**Question**

I work on thin films and am trying to read the levels of a five-plane HgSe(110) slab, computed with PBE and spin-orbit coupling. G is the centre of the surface zone. G–X follows the zigzag Hg–Se chains, and G–Y runs across them. The levels b1 and b2 are the two nearest below the Fermi level, and a1 is the nearest above it.

Ansatz 0.2.0, PBE with spin-orbit coupling, PAW and plane waves to 420 eV: relaxed five-plane HgSe(110) slab, 8×6×1 k mesh, Gaussian smearing of 0.1 eV. Levels are numbered outward from the Fermi level, b below and a above. Outer orbital weight is the Löwdin share on atomic orbitals of the two outermost planes together, averaged over levels within 1.5 meV.

| point label | point a (reciprocal cell vectors) | point b (reciprocal cell vectors) | level b1 from the Fermi level (eV) | outer orbital weight b1 | level b2 from the Fermi level (eV) | outer orbital weight b2 | level a1 from the Fermi level (eV) | outer orbital weight a1 |
| --- | --- | --- | --- | --- | --- | --- | --- | --- |
| X | 0.5000 | 0.0000 | -1.120 | 0.560 | -1.120 | 0.560 | 2.130 | 0.400 |
| between | 0.4167 | 0.0000 | -0.970 | 0.420 | -1.060 | 0.460 | 2.040 | 0.320 |
| between | 0.3333 | 0.0000 | -0.810 | 0.400 | -0.900 | 0.380 | 1.740 | 0.320 |
| between | 0.2500 | 0.0000 | -0.660 | 0.400 | -0.750 | 0.360 | 1.380 | 0.360 |
| between | 0.1667 | 0.0000 | -0.550 | 0.400 | -0.600 | 0.340 | 0.960 | 0.380 |
| between | 0.0833 | 0.0000 | -0.360 | 0.360 | -0.430 | 0.380 | 0.500 | 0.420 |
| G | 0.0000 | 0.0000 | -0.150 | 0.240 | -0.150 | 0.240 | 0.150 | 0.540 |
| between | 0.0000 | 0.0833 | -0.190 | 0.250 | -0.190 | 0.250 | 0.250 | 0.480 |
| between | 0.0000 | 0.1667 | -0.290 | 0.250 | -0.290 | 0.250 | 0.480 | 0.400 |
| between | 0.0000 | 0.2500 | -0.440 | 0.270 | -0.440 | 0.270 | 0.770 | 0.300 |
| between | 0.0000 | 0.3333 | -0.580 | 0.320 | -0.580 | 0.320 | 1.030 | 0.460 |
| between | 0.0000 | 0.4167 | -0.710 | 0.320 | -0.710 | 0.320 | 1.080 | 0.400 |
| Y | 0.0000 | 0.5000 | -0.820 | 0.330 | -0.820 | 0.330 | 1.100 | 0.460 |
| between | 0.0833 | 0.5000 | -0.730 | 0.400 | -0.760 | 0.460 | 1.310 | 0.310 |
| between | 0.1667 | 0.5000 | -0.740 | 0.440 | -0.740 | 0.430 | 1.710 | 0.420 |
| between | 0.2500 | 0.5000 | -0.800 | 0.420 | -0.820 | 0.460 | 1.750 | 0.340 |
| between | 0.3333 | 0.5000 | -0.890 | 0.380 | -0.940 | 0.460 | 1.640 | 0.380 |
| between | 0.4167 | 0.5000 | -0.900 | 0.360 | -0.940 | 0.380 | 1.450 | 0.330 |
| S | 0.5000 | 0.5000 | -0.890 | 0.380 | -0.890 | 0.380 | 1.360 | 0.320 |
| between | 0.4167 | 0.4167 | -0.910 | 0.380 | -0.950 | 0.400 | 1.470 | 0.330 |
| between | 0.3333 | 0.3333 | -0.840 | 0.380 | -0.920 | 0.400 | 1.510 | 0.320 |
| between | 0.2500 | 0.2500 | -0.670 | 0.360 | -0.760 | 0.300 | 1.370 | 0.320 |
| between | 0.1667 | 0.1667 | -0.510 | 0.340 | -0.550 | 0.300 | 1.030 | 0.340 |
| between | 0.0833 | 0.0833 | -0.360 | 0.320 | -0.380 | 0.320 | 0.540 | 0.400 |

1. Where is the gap, and does the ±0.15 eV at G mean that electrons and holes behave alike?
2. In which direction does a1 climb faster, and why?
3. Can I describe a1 near G by an effective mass?
4. Why do b1 and b2 coincide in some rows only, and what would happen without spin-orbit coupling or with lighter elements?
5. Is every such coincidence a true degeneracy?
6. Which levels belong to the surface?
7. Is this the gap of HgSe, and which digits can I trust?

**Answer**

### 1. The gap

The gap is 0.30 eV and lies at G, where b1 is highest and a1 is lowest among all the rows. The equal distances of 0.15 eV come from placing the Fermi level halfway between them. They are a choice of zero, not a likeness of electrons and holes. One step towards X already shows the difference: a1 is then 0.50 eV above the Fermi level, while b1 is only 0.36 eV below it.

### 2. The faster direction

The level climbs faster along the chains, but less so than a row-by-row comparison suggests. Equal fractions of the zone are unequal lengths, because the surface cell is shorter along the chains and its reciprocal cell is therefore longer. Per row the first rise is 3.5 times as large towards X as towards Y. At equal length, with the G–Y values interpolated, the ratio is about 1.8.

The crystal structure offers a possible reason, though the table alone cannot test it. Along a chain, each atom is bonded to the next one within the same plane. To reach a neighbouring chain, an electron has to pass through atoms of the plane above or below. In the cubic crystal the many paths through both neighbouring planes can make up for this, but at a face one of those planes is missing. That would leave the link along the chains the stronger one and its band the steeper. The same reasoning can be tried on other thin (110) films with this structure.

### 3. Effective mass

An effective mass describes a parabola, on which doubling the distance from G quadruples the rise. Along the chains the rise grows only 2.3-fold. The small gap may explain much of this. Take two states at $+E_G$ and $-E_G$, measured from mid-gap, and let them mix with a strength $ck$ that grows in proportion to the distance $k$ from G. The energies of this two-level problem obey

$$E^2 = E_G^2 + (ck)^2 .$$

While $ck$ is small compared with $E_G$, the curve is a parabola. Once $ck$ is larger, it approaches a straight line. A free relativistic electron has the same energy law, with its rest energy in the place of $E_G$. The analogy stops there, because that electron moves alike in all directions and its negative energies mirror the positive ones exactly.

The rows at G and one step towards X fix both constants, with energies in eV:

$$E_G = 0.15, \qquad (ck)^2 = 0.50^2 - 0.15^2 = 0.2275 .$$

At twice the distance $(ck)^2$ is four times as large, so

$$E = \sqrt{0.15^2 + 4 \times 0.2275} \approx 0.97\ \text{eV}.$$

The table has 0.96 eV in that row, which played no part in setting the constants. A parabola through the same two rows would give $0.15 + 4 \times 0.35 = 1.55$ eV. If this picture holds, an effective mass is of use only very close to G, well inside the first step along the chains.

Across the chains the same recipe does less well: it gives 0.43 eV where the table has 0.48 eV. It would also make the filled levels a mirror image of the empty ones, which the first answer has already ruled out. The model leaves out the plain kinetic energy of motion along the film, which grows as $k^2$ and lifts filled and empty levels alike. It also leaves out all other levels. The close agreement along the chains may therefore be partly luck: it fits the idea of mixing across a small gap but does not establish it. The output printed below holds these estimates for both directions.

### 4. Pairs that coincide

Two symmetries are at work. Time reversal turns a state at $k$ into one of equal energy at $-k$ with opposite spin. At G, X, Y and S these two points are equivalent, so the levels come in pairs, known as Kramers pairs.

Along the whole line G–Y the pairs are held together by mirrors. The ideal slab has one mirror perpendicular to the chains and another in its middle plane, and both leave every point of this line in place. For an electron with spin, reflecting in one and then the other gives the opposite sign from the reverse order. No single state can satisfy both mirrors, so two must share each energy. The relaxed slab keeps these mirrors closely enough for the pairs to agree to the printed digits.

Towards X only the middle mirror leaves the points in place, and the pairs may separate. Zinc-blende HgSe has no inversion centre that would hold them together. The largest distance between b1 and b2 is 0.09 eV. Since levels are numbered by energy at each point, that distance need not be the splitting of one spin pair.

Without spin-orbit coupling, each level of this non-magnetic slab would hold both spins. With one electron counted per level, as in this table, b1 and b2 would then coincide in every row. Lighter elements usually bring a smaller splitting, because spin-orbit coupling is weaker near lighter nuclei.

### 5. A coincidence that is not a degeneracy

There is one exception, a third of the way from Y to S. Both levels are printed as −0.74 eV, but their outer weights are 0.44 and 0.43. Levels closer than 1.5 meV share an averaged weight, so these two must lie further apart than that. They come close there without any symmetry that ties them together. Equal printed energies alone do not prove a degeneracy.

### 6. Surface character

The outer weight is the share of a level found on atomic orbitals of the two outermost planes, one on each face. These planes hold four of the ten atoms, so a level spread evenly over the slab would have a weight of about 0.4. Most rows lie near this value and give no clear sign of a surface state. A weight of 0.4 would look striking in a thick slab, but here it is ordinary.

The filled pair at X has the largest weight in the table, 0.56, and leans outward.

The two edges of the gap differ clearly from each other. At G, a1 has a weight of 0.54 and leans outward, while b1 has 0.24 and leans inward. Parts of a level that reach into the vacuum, or into orbitals not counted, can only lower these numbers. The outward lean of a1 is therefore safe, whereas some of the inward lean of b1 may be lost weight.

This matters if a processing step changes the surface. To first order, a level shifts in proportion to its weight where the potential changes. A small, equal change on both outer planes should therefore move the empty edge at G farther than the filled one, about twice as far if the weights are taken at face value, and so change the gap. That is an argument from the weights, not a calculation of a treated surface.

### 7. The gap of the film and the gap of the crystal

The value belongs to this film. In PBE, bulk HgSe has no gap: its highest filled and lowest empty states are selenium p levels that the cubic symmetry forces to touch. A thin film lacks that symmetry, and its small thickness can push the two apart. This is a plausible origin of the 0.30 eV, though the table does not show which orbitals form the two edges in the film. On this view the gap should tend towards zero as planes are added, though not necessarily steadily.

The levels are printed to 0.01 eV, but that is not a measure of their convergence. The outer selenium atoms still feel a small inward force, so a fuller relaxation would shift the levels somewhat. A crossing or an extremum between the sampled points could also be missed. In a comparison with a real film, the choice of functional and whether the film's surface is clean or covered matter far more than the last digit. PBE tends to place mercury s levels too low relative to selenium p levels, which can noticeably change so small a gap. I would rely on the symmetry-enforced pairs and on the broad shape of the bands, and treat the gap as a rough size.

Whether a1 at G belongs to the surface remains open, and a series of thicker slabs would help to decide it. A state bound to the surface keeps its weight on the outer planes as the film grows. A state of the whole film spreads out, and its outer weight falls roughly as one over the number of planes, or faster. A case in between is also possible: since the crystal has no gap at the zone centre, a surface level there can mix with states of the interior.

Printed output of the fit:

```
gap at G from the table, eV: 0.3
table gap less finer gap of the run, eV: -0.00487
smallest a1-b1 distance away from G, eV: 0.44
length of one step along a, 1/A: 0.1183
length of one step along b, 1/A: 0.08364
rise of a1 in the first step along a, eV: 0.35
rise of a1 in the first step along b, eV: 0.1
ratio of these rises, a over b, per row step: 3.5
rise of a1 along b at the length of one a step, interpolated, eV: 0.1952
ratio of rises at equal length, a over b: 1.793
rise after two steps over rise after one, along a (parabola 4): 2.314
rise after two steps over rise after one, along b (parabola 4): 3.3
two-level estimate of a1 after two steps along a, eV: 0.9657
two-level estimate of a1 after two steps along b, eV: 0.4272
a1 height less b1 depth after one step along a, eV: 0.14
largest distance between b1 and b2 in any row, eV: 0.09
rows where b1 and b2 print alike: 10
rows where they print alike but weights differ: 1
outer share of an evenly spread level: 0.4
rows with b1 weight within 0.1 of the even share: 19
rows with a1 weight within 0.1 of the even share: 23
```
